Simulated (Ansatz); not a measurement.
In:

```
In
1.0
    -1.88253    1.88253    1.88253
     1.88253   -1.88253    1.88253
     1.88253    1.88253   -1.88253
In
1
Direct
  0.00000 0.00000 0.00000
```

This isn't the form of In at room conditions, which is tetragonal.

```yaml
Program: Ansatz 0.2.0
Task: relaxation of cell and atoms
Functional: BLYP
Potentials_or_basis: Ansatz PAW
Cutoff: "420 eV (not typed: the program's choice for these potentials)"
k_mesh: 10 × 10 × 10
Occupations: fermi-dirac, width 0.05 eV
Spin: no spin polarisation
```

At the start: volume 26.69 Å³/atom.

Where does the relaxation end?

It ends after 5 steps and the volume is 31.40 Å³/atom (+17.7 %); space group Im-3m (No. 229, to 0.05 Å).

Step by step:
| step | energy change (eV) | largest force (eV/Å) | volume (Å³) |
| --- | --- | --- | --- |
| 1 | 0.0000 | 0.0000 | 26.69 |
| 2 | -0.0637 | 0.0000 | 30.01 |
| 3 | -0.0681 | 0.0000 | 31.03 |
| 4 | -0.0684 | 0.0000 | 31.40 |
| 5 | -0.0689 | 0.0000 | 31.40 |

Final structure:
```cif
data_structure
_symmetry_space_group_name_H-M 'P 1'
_symmetry_Int_Tables_number 1
_cell_length_a 3.4425
_cell_length_b 3.4425
_cell_length_c 3.4425
_cell_angle_alpha 109.471
_cell_angle_beta 109.471
_cell_angle_gamma 109.471
_cell_volume 31.40
loop_
_atom_site_label
_atom_site_type_symbol
_atom_site_fract_x
_atom_site_fract_y
_atom_site_fract_z
_atom_site_occupancy
In1 In 0.00000 0.00000 0.00000 1
```

Caveat: the volume moved by over 15 % at a fixed basis, so the end points are rough; the plane-wave basis is chosen anew once the cell has moved, so the energies of steps on either side of that aren't comparable; the PAW data sets come from PBE, with cores solved anew for the run's functional, which leaves a small shift of forces and pressure.
